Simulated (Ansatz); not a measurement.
# Zn (Fm-3m) in Ansatz: convergence with k mesh

Aim: find how far k mesh must go before the results for Zn settle, at r2SCAN. This setting moves, with any that are tied to it; all else stays.

All numbers are computed with Ansatz 0.2.0; they aren't measurements. Logs are shortened: lines on timing, memory, paths and dates and some standing lists are left out, and cuts for length are marked.

**1. Starting point**

It takes space group Fm-3m (No. 225, cubic). Conventional cell: a = 3.930 Å, b = 3.930 Å, c = 3.930 Å, α = 90.00°, β = 90.00°, γ = 90.00°. Around Zn (site symmetry m-3m) lie 12 Zn at 2.78 Å.

This isn't the form of Zn at room conditions, which is hcp.

**2. With k mesh 4 × 4 × 4**

input.yaml reads:

```yaml
crystal:
  lattice:
    - [0.0, 1.964776, 1.964776]
    - [1.964776, 0.0, 1.964776]
    - [1.964776, 1.964776, 0.0]
  atoms:
    - { symbol: Zn, position: [0.0, 0.0, 0.0] }
hamiltonian:
  xc: r2scan
  pseudopotentials: { kind: nc, source: spms }
kpoints:
  mp_grid: { grid: [4, 4, 4] }
scf:
  occupations: { method: gaussian, width: 0.1 }
output:
  forces: true
  stress: true
  eigenvalues: true
```

Potentials or basis: SPMS NC.

The run is started by

```bash
> ansatz run input.yaml --threads 2 --pin off --max-ram 5632MiB --backend cpu --events-out ev --progress --plain --runs-dir out
```

It took 0.55 s on 2 threads of Arm Neoverse V1, shared host; peak memory 0.28 GiB.

Results:

```
Free energy            : -5379.9656 eV
Pressure               : -3.2 GPa
Band gap on the k mesh : none (metal or under the smearing width)
```

**3. With k mesh 6 × 6 × 6**

input.yaml: that of step 2 with these lines changed.

```diff
@@ -11,3 +11,3 @@
 kpoints:
-  mp_grid: { grid: [4, 4, 4] }
+  mp_grid: { grid: [6, 6, 6] }
 scf:
```

Potentials or basis: SPMS NC.

The run is started by

```bash
> ansatz run input.yaml --threads 2 --pin off --max-ram 5632MiB --backend cpu --events-out ev --progress --plain --runs-dir out
```

Wall time 1.3 s (2 threads of Arm Neoverse V1, shared host); peak memory 0.28 GiB.

Results:

```yaml
Free_energy: -5379.6021 eV
Pressure: -4.3 GPa
Band_gap_on_the_k_mesh: none (metal or under the smearing width)
```

**4. With k mesh 7 × 7 × 7**

input.yaml: that of step 3 with these lines changed.

```diff
@@ -11,3 +11,3 @@
 kpoints:
-  mp_grid: { grid: [6, 6, 6] }
+  mp_grid: { grid: [7, 7, 7] }
 scf:
```

The run is started by

```bash
> ansatz run input.yaml --threads 2 --pin off --max-ram 5632MiB --backend cpu --events-out ev --progress --plain --runs-dir out
```

Wall time 0.86 s (2 threads of Arm Neoverse V1, shared host); peak memory 0.28 GiB.

Results:

- Free energy: -5379.7962 eV
- Pressure: -4.1 GPa
- Band gap on the k mesh: 0.80 eV

**5. With k mesh 8 × 8 × 8**

input.yaml: that of step 4 with these lines changed.

```diff
@@ -11,3 +11,3 @@
 kpoints:
-  mp_grid: { grid: [7, 7, 7] }
+  mp_grid: { grid: [8, 8, 8] }
 scf:
```

The run is started by

```bash
> ansatz run input.yaml --threads 2 --pin off --max-ram 5632MiB --backend cpu --events-out ev --progress --plain --runs-dir out
```

Wall time 1.1 s (2 threads of Arm Neoverse V1, shared host); peak memory 0.29 GiB.

Results:

* Free energy: -5379.7356 eV
* Pressure: -3.2 GPa
* Band gap on the k mesh: none (metal or under the smearing width)

**6. With k mesh 10 × 10 × 10**

input.yaml: that of step 5 with these lines changed.

```diff
@@ -11,3 +11,3 @@
 kpoints:
-  mp_grid: { grid: [8, 8, 8] }
+  mp_grid: { grid: [10, 10, 10] }
 scf:
```

Potentials or basis: SPMS NC.

The run is started by

```bash
> ansatz run input.yaml --threads 2 --pin off --max-ram 5632MiB --backend cpu --events-out ev --progress --plain --runs-dir out
```

It took 1.5 s on 2 threads of Arm Neoverse V1, shared host; peak memory 0.3 GiB.

It converged, with:

* Free energy: -5379.7427 eV
* Pressure: -3.8 GPa
* Band gap on the k mesh: none (metal or under the smearing width)

**7. With k mesh 13 × 13 × 13**

input.yaml: that of step 6 with these lines changed.

```diff
@@ -11,3 +11,3 @@
 kpoints:
-  mp_grid: { grid: [10, 10, 10] }
+  mp_grid: { grid: [13, 13, 13] }
 scf:
```

The run is started by

```bash
> ansatz run input.yaml --threads 2 --pin off --max-ram 5632MiB --backend cpu --events-out ev --progress --plain --runs-dir out
```

It took 2.4 s on 2 threads of Arm Neoverse V1, shared host; peak memory 0.32 GiB.

It converged, with:

- Free energy: -5379.7436 eV
- Pressure: -3.6 GPa
- Band gap on the k mesh: none (metal or under the smearing width)

**8. With k mesh 16 × 16 × 16**

input.yaml: that of step 7 with these lines changed.

```diff
@@ -11,3 +11,3 @@
 kpoints:
-  mp_grid: { grid: [13, 13, 13] }
+  mp_grid: { grid: [16, 16, 16] }
 scf:
```

The run is started by

```bash
> ansatz run input.yaml --threads 2 --pin off --max-ram 5632MiB --backend cpu --events-out ev --progress --plain --runs-dir out
```

It took 3.8 s on 2 threads of Arm Neoverse V1, shared host; peak memory 0.35 GiB.

It converged, with:

* Free energy: -5379.7373 eV
* Pressure: -3.6 GPa
* Band gap on the k mesh: none (metal or under the smearing width)

**9. With k mesh 19 × 19 × 19**

input.yaml: that of step 8 with these lines changed.

```diff
@@ -11,3 +11,3 @@
 kpoints:
-  mp_grid: { grid: [16, 16, 16] }
+  mp_grid: { grid: [19, 19, 19] }
 scf:
```

Potentials or basis: SPMS NC.

The run is started by

```bash
> ansatz run input.yaml --threads 2 --pin off --max-ram 5632MiB --backend cpu --events-out ev --progress --plain --runs-dir out
```

The program printed:

```text
Warning: hamiltonian.xc reads the kinetic-energy density τ on the library's norm-conserving files, and those of Zn were made for PBE. This build holds files of Zn that were made for r²SCAN, which a deck under this functional can read where it names no table (hamiltonian.pseudopotentials.accuracy or source), types no xc_functional and has no exact exchange, max_exx_coeff or level of output.embedding that keeps them out. To compare such runs, type hamiltonian.pseudopotentials: {kind: paw, frozen_core: stored} on both or, where PAW refuses one, {kind: nc, accuracy: standard}
Warning: RAYON_NUM_THREADS=2 ignored (pool sized by the plan → 2); use --threads N
Engine: ansatz 0.2.0, aarch64-unknown-linux-gnu
Pseudopotentials: kind: nc
Pseudopotential: Zn, nc, valence charge 20, recommended cutoff 816.3415873796399 eV (normal), Zn.nc.azcp
Functional definition: r2SCAN
  parameter k0 = 0.174
  parameter k1 = 0.065
  parameter a1 = 4.9479
  exchange = r2scan_x(k0 = k0, k1 = k1, a1 = a1)
  correlation = r2scan_c
Crystal: 1 atoms, lattice volume = 15.169 Å³
Basis set: ecut = 816.3415873796399 eV, 821 PW (Γ), exchange–correlation on 108×108×108 points (64 copies of the dense FFT grid, shifted against one another)
Bands: 14, of which v1, the nominal top of the filled ones, is band 10 counted from 1 (9 counted from 0)
Symmetry: 48 space group operations
Space group: Fm-3m (ITA 225), of the structure as read, at distance tolerance 2.5e-5 Å
k-points: 220 of 6859
Non-local potential: Zn, projectors of the file, l = 0: 2, l = 1: 2, l = 2: 2
Initial density: superposition of atomic densities (chi_scale 0.1, normalization cell)
Initial wavefunctions: pseudopotential atomic-orbital guess
Functional: x = r2scan, c = r2scan; τ floored in thin density (d = 2e-4 eV/Å³)
iter 1 solved again at ethr=7.52e-4 eV; its pass at ethr=3.10e-3 eV (dr2=1.50e-1 eV) is discarded
SCF iter   1: F=—  HF=-5379.742580 eV  |F-HF|=—  |Δ(HF+E_count)|=         —  Δρ=3.21e-2  dr2=1.49e-1  dr2_τ=5.33e-2  ethr=7.52e-4  ⟨swp⟩=1.0  Hψ=19742  notcnv=0
preconditioner: auto → none  [metal: Δε(μ)=0.077 eV  Ē_g=17.563 eV  σ=0.100 eV  W_gap=0.37  n_scr=8 (ndim 8)  ℏωp=33.0 eV  f_vac=0.000  D(μ)=0.31/eV (n_scr^D=0)  sad-step TF]
SCF iter   2: F=—  HF=-5379.721755 eV  |F-HF|=—  |Δ(HF+E_count)|=   2.08e-2  Δρ=1.97e-2  dr2=4.57e-2  dr2_τ=6.98e-2  ethr=7.47e-4  ⟨swp⟩=2.1  Hψ=4105  notcnv=0
SCF iter   3: F=—  HF=-5379.739886 eV  |F-HF|=—  |Δ(HF+E_count)|=   1.81e-2  Δρ=4.61e-3  dr2=2.76e-3  dr2_τ=1.44e-2  ethr=2.29e-4  ⟨swp⟩=2.8  Hψ=6797  notcnv=0
SCF iter   4: F=—  HF=-5379.740877 eV  |F-HF|=—  |Δ(HF+E_count)|=   9.90e-4  Δρ=9.06e-4  dr2=5.04e-5  dr2_τ=1.65e-4  ethr=1.38e-5  ⟨swp⟩=2.0  Hψ=4436  notcnv=0
SCF iter   5: F=—  HF=-5379.740933 eV  |F-HF|=—  |Δ(HF+E_count)|=   5.60e-5  Δρ=1.15e-4  dr2=1.03e-6  dr2_τ=2.30e-6  ethr=2.52e-7  ⟨swp⟩=2.0  Hψ=4409  notcnv=0
SCF iter   6: F=-5379.740938 eV  HF=-5379.740938 eV  |F-HF|=8.14e-8  |Δ(HF+E_count)|=   5.48e-6  Δρ=1.54e-5  dr2=3.47e-8  dr2_τ=2.40e-8  ethr=5.00e-10  ⟨swp⟩=6.9  Hψ=14442  notcnv=0
SCF 1 converged in 6 iterations: F = -5379.740938 eV  dr2 = 3.47e-8
SCF converged after 6 iterations
Free energy (F): -5379.740938 eV
Harris-Foulkes:  -5379.740938 eV  (|F-HF|=8.14e-8)
Internal energy: -5379.739376 eV  (E = F + TS)
E sigma→0 (E₀):  -5379.740157 eV
Entropy (-TS):   -0.001563 eV (-1.563 meV/atom)
Fermi energy:    15.936450 eV
--- Per-component energies (eV) ---
  E_band       = -530.645593
  E_kinetic    = 2151.848261
  E_local      = -3269.280599  (includes V_loc(G=0)·N_el)
  E_nonlocal   = -1936.505400
  E_hartree    = 1602.749885
  E_xc         = -568.352272
  E_vxc        = -740.676817  (∫ρ·V_xc dr)
  E_vtau       = 58.459457  (kinetic-family band-sum trace: ∫τ·v_τ [+ j·A + Jᵃ·Aᵃ] dr)
  E_ewald      = -3360.199251
  E_smearing   = -0.001563  (= −TS)
  E_closure    = -0.000000  (closes the sum)
  Σ components = -5379.740938   (vs F -5379.740938, Δ=0.00e0)
--- Forces (eV/Å), atoms counted from 1 ---
  atom   1  Zn     0.00000000    -0.00000000    -0.00000000
  max |Σ_I F_I| component: 3.29e-32 eV/Å
--- Stress (GPa, compression-positive) ---
       -3.452506      -0.000000       0.000000
        0.000000      -3.452506       0.000000
       -0.000000       0.000000      -3.452506
  P = ⅓ Tr σ = -3.4525 GPa (-34.525 kbar)
--- Band table (eV; the first three rows and the last of 220) ---
  k-point 0: bands = ["-115.3153", "-67.4148", "-67.4148", "-67.4148", "5.0528", "7.9846", "7.9846", "7.9846", "8.3748", "8.3748", "35.3510", "35.3510", "35.3510", "35.4823"]
  k-point 1: bands = ["-115.3152", "-67.4154", "-67.4149", "-67.4149", "5.1411", "7.9770", "7.9945", "7.9945", "8.3718", "8.3718", "33.4919", "35.0093", "35.0093", "35.4096"]
  k-point 2: bands = ["-115.3150", "-67.4172", "-67.4152", "-67.4152", "5.4029", "7.9588", "8.0208", "8.0208", "8.3660", "8.3660", "30.7900", "34.3702", "34.3702", "35.3092"]
  k-point 219: bands = ["-115.3125", "-67.4307", "-67.4298", "-67.4238", "7.6290", "7.8196", "7.9274", "8.3992", "8.7345", "18.0260", "18.0285", "19.4567", "20.7690", "37.5475"]
```

Wall time 6.1 s (2 threads of Arm Neoverse V1, shared host); peak memory 0.38 GiB.

Results:

```yaml
Free_energy: -5379.7409 eV
Pressure: -3.5 GPa
Band_gap_on_the_k_mesh: none (metal or under the smearing width)
```

**10. Result**

| k mesh | energy less the tightest run, at zero smearing (meV/atom) | pressure (GPa) | gap on the mesh (eV) | SCF cycles | CPU time (s) | peak memory (GiB) |
| --- | --- | --- | --- | --- | --- | --- |
| 4 × 4 × 4 | -224.21 | -3.19 | 0.000 | 6 | 0.99 | 0.28 |
| 6 × 6 × 6 | 140.91 | -4.26 | 0.000 | 6 | 1.9 | 0.28 |
| 7 × 7 × 7 | -56.03 | -4.06 | 0.797 | 6 | 1.6 | 0.28 |
| 8 × 8 × 8 | 5.24 | -3.21 | 0.000 | 6 | 2 | 0.29 |
| 10 × 10 × 10 | -1.25 | -3.77 | 0.000 | 6 | 2.9 | 0.3 |
| 13 × 13 × 13 | -2.96 | -3.63 | 0.000 | 6 | 4.7 | 0.32 |
| 16 × 16 × 16 | 3.85 | -3.62 | 0.000 | 6 | 7.5 | 0.35 |
| 19 × 19 × 19 | 0.00 | -3.45 | 0.000 | 6 | 12 | 0.38 |

Against the tightest run, the gap on the mesh stays within 0.01 eV from 8 × 8 × 8 on. Not settled before the last step: the energy (to 1 meV/atom), the pressure (to 0.1 GPa). Meshes of other sizes hit other points, so gaps and Fermi surfaces needn't settle smoothly. The tightest run that finished is the yardstick and may itself not be fully converged.

Caveats: the meta-GGA runs on potentials made for a GGA; the potentials were made for another functional, which shifts forces and pressure.
